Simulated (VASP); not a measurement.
A run of VASP 6.6.1:

Contents of INCAR:

```
SYSTEM = CdTe
PREC = Accurate
ENCUT = 520
EDIFF = 1E-7
ISMEAR = -1
SIGMA = 0.08
LREAL = .FALSE.
LASPH = .TRUE.
NELM = 100
ALGO = Fast
ISIF = 2
LWAVE = .FALSE.
LCHARG = .FALSE.
GGA = PE
NBANDS = 16
```

KPOINTS

```
regular mesh
0
G
  9 9 9
  0 0 0
```

The input POSCAR:

```
CdTe
1.0
    0.0000000000      3.1834892848      3.1834892848
    3.1834892848      0.0000000000      3.1834892848
    3.1834892848      3.1834892848      0.0000000000
Cd Te
1 1
Direct
    0.0000000000      0.0000000000      0.0000000000
    0.7500000000      0.7500000000      0.7500000000
```

Potentials or basis: VASP PAW PBE potentials, release 64 (Cd, Te).

The run is started by

```sh
$ cat potpaw_PBE.64/Cd/POTCAR potpaw_PBE.64/Te/POTCAR > POTCAR
$ mpirun -np 1 vasp_std > vasp.out
```

Hardware: 1 thread of Intel(R) Xeon(R) Platinum 8488C (Sapphire Rapids), on a shared host.

**Question.** How long does it take, and how much memory?

**Answer.** Wall time 34 s on 1 thread of Intel(R) Xeon(R) Platinum 8488C (Sapphire Rapids) (shared host), peak memory 0.22 GiB. Counts: scf iterations 14, k points 35.
